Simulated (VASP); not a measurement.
Set up this calculation in VASP 6.6.1, as the native input.

| Quantity | Value |
| --- | --- |
| Task | single point |
| Functional | PBEsol |
| Potentials or basis | VASP PAW PBE potentials, release 64 (Sn_d) |
| Cutoff | 520 eV |
| k mesh | 6 × 6 × 6 |
| Occupations | gaussian, width 0.1 eV |
| Spin | no spin polarisation |
| Dipole correction | no |
| Further INCAR settings | ALGO = Normal; EDIFF = 1e-07; NBANDS = 13 |

The structure of Sn lies in POSCAR:

```
Sn
1.0
   -1.8946518192      1.8946518192      1.8946518192
    1.8946518192     -1.8946518192      1.8946518192
    1.8946518192      1.8946518192     -1.8946518192
Sn
1
Direct
    0.0000000000      0.0000000000      0.0000000000
```

This isn't the form of Sn at room conditions, which is tetragonal (white tin).

The input as run:

INCAR

```
SYSTEM = Sn
ALGO = Normal
EDIFF = 1E-7
ENCUT = 520
GGA = PS
ISIF = 2
ISMEAR = 0
LASPH = .TRUE.
LCHARG = .TRUE.
LELF = .TRUE.
LREAL = .FALSE.
LVHAR = .TRUE.
LWAVE = .FALSE.
NBANDS = 13
NELM = 100
PREC = Accurate
SIGMA = 0.1
```

KPOINTS

```
k-points
0
G
  6 6 6
  0 0 0
```

Potentials or basis: VASP PAW PBE potentials, release 64 (Sn_d).

The run is started by

```bash
$ cat potpaw_PBE.64/Sn_d/POTCAR > POTCAR
$ mpirun -np 1 vasp_std > vasp.out
```

It gave:

| Item | Value |
| --- | --- |
| Pressure | -2.2 GPa |
| Band gap on the k mesh | none (metal or under the smearing width) |

Caveat: the k mesh is coarse (spacing up to 0.39 Å⁻¹), so the values aren't converged; the PAW data sets were made with another functional, which shifts forces and pressure a little.

It took 3.9 s on 1 thread of AMD EPYC 9R14 (Zen 4), with other jobs on the host, peak memory 0.1 GiB.
